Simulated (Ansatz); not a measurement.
Input and output of a band-structure calculation on Al3GaAs4 as one 8-atom ordering (R3m) on the zincblende lattice (Ansatz, PBE). The cell was relaxed beforehand with r2SCAN.

```yaml
crystal:
  lattice:
    - [2.0073476998, 1.1589427348, 13.0983209234]
    - [-2.0073476998, 1.1589427348, 13.0983209234]
    - [0.0, -2.3178854696, 13.0983209234]
  atoms:
    - { symbol: Al, position: [0.9999776595, -2.23405e-05, -2.23405e-05] }
    - { symbol: Al, position: [0.2499703433, 0.2499703433, 0.2499703433] }
    - { symbol: Al, position: [0.4998457237, 0.4998457237, 0.4998457237] }
    - { symbol: Ga, position: [0.7501025219, 0.7501025219, 0.7501025219] }
    - { symbol: As, position: [0.3125559839, 0.3125559839, 0.3125559839] }
    - { symbol: As, position: [0.5624704735, 0.5624704735, 0.5624704735] }
    - { symbol: As, position: [0.81259003, 0.81259003, 0.81259003] }
    - { symbol: As, position: [0.0624872642, 0.0624872642, 0.0624872642] }
kpoints:
  mp_grid: { grid: [8, 8, 8] }
  band_path:
    path:
      - [[0.0, 0.0, 0.0], [-0.5, -0.5, -0.5], [-0.5, -0.1718858366513, -0.8281141633487]]
      - [[-0.1718858366513, 0.1718858366513, -0.5], [3.624478632789e-16, -2.628659778887e-17, -0.5], [0.0, 0.0, 0.0], [4.928684321746e-16, 0.3359429183256, -0.3359429183256]]
      - [[-0.3359429183256, -5.257319557774e-17, -0.6640570816744], [-0.5, -5.257319557774e-17, -0.5], [0.0, 0.0, 0.0]]
    npoints: 10
hamiltonian:
  xc: pbe
scf:
  occupations: { method: fermi_dirac, width: 0.02 }
  n_extra_bands: 6
output:
  forces: true
  stress: true
  eigenvalues: true
```

In the abridged output below, numbers in square brackets stand for lines, or ends of lines, that were taken out.
```
Functional definition: PBE
Crystal: 8 atoms, lattice volume = 182.832 Å³
Basis set: ecut = 420 eV, 3571 PW (Γ), FFT grids on a1−a3, a2−a3, a3
Bands: 47, of which v1, the nominal top of the filled ones, is band 41 counted from 1 (40 counted from 0)
Symmetry: 6 space group operations
Space group: R3m (ITA 160)
k-points: 65 of 512 (time reversal used)
SCF converged after 7 iterations
Free energy (F): -24823.656122 eV
[1]
--- Forces (eV/Å), atoms counted from 1 ---
[2]
--- Stress (GPa, compression-positive) ---
[3]
--- Band table (eV; the first three rows and the last of 65) ---
[4]
```

The rows of the band table are 0: (0, 0, 0) = Γ, 1: (0, 0, 1/8), 2: (0, 0, 1/4), 64: (-1/2, -1/2, -1/2) = T.

Q: Fill in the blanks. They hold the stress, the forces, the Fermi energy and the band table.

A:
```
[1]
Fermi energy:    7.384611 eV
[2]
  atom   1  Al      0.00000      0.00000    -0.00103
  atom   2  Al      0.00000      0.00000      0.00146
  atom   3  Al      0.00000      0.00000      0.01954
  atom   4  Ga      0.00000      0.00000    -0.01622
  atom   5  As      0.00000      0.00000    -0.00342
  atom   6  As      0.00000      0.00000    -0.00270
  atom   7  As      0.00000      0.00000      0.05054
  atom   8  As      0.00000      0.00000    -0.04818
[3]
        2.080118       0.000000       0.000000
        0.000000       2.080118       0.000000
        0.000000       0.000000       2.148117
  P = ⅓ Tr σ = 2.1028 GPa (21.028 kbar)
[4]
  k-point 0: bands = […, 6.1154, 6.2389, 6.2389, 6.7186, 6.7510, 6.7510, 7.9853, 8.6999, 9.0226, 9.1801, …]
  k-point 1: bands = […, 5.5680, 5.6852, 5.6932, 6.2483, 6.5137, 6.5770, 8.9799, 9.5032, 9.7862, 9.9250, …]
  k-point 2: bands = […, 5.0509, 5.1004, 5.1406, 5.9436, 6.0669, 6.1556, 8.9948, 9.2504, 9.4397, 10.0551, …]
  k-point 64: bands = […, 5.9394, 5.9394, 6.4343, 6.4343, 6.6616, 6.6616, 8.2664, 8.8383, 9.1865, 9.3562, …]
```
The trailing digits, and the zero of the energies, depend on the potentials and thresholds.

PBE gives a direct gap of 1.23 eV at Γ. The gap is the least over the mesh and the extra points. With the atoms held, the mean pressure is +2.10 GPa (compression positive). The largest force is 0.05 eV/Å.

Run as `ansatz run input.yaml --threads 4 --pin off --max-ram 6451MiB --backend cpu --events-out ev --progress --plain --runs-dir out`.

Q: What wall time did it need on 4 threads of Arm Neoverse V2, on a shared host, and how much host memory at the peak?

A: About 23 s, with a peak of 0.72 GiB.

(Calculated; spin-unpolarised; the phase may be known or hypothetical.)

The runs are scalar-relativistic, without spin-orbit coupling.
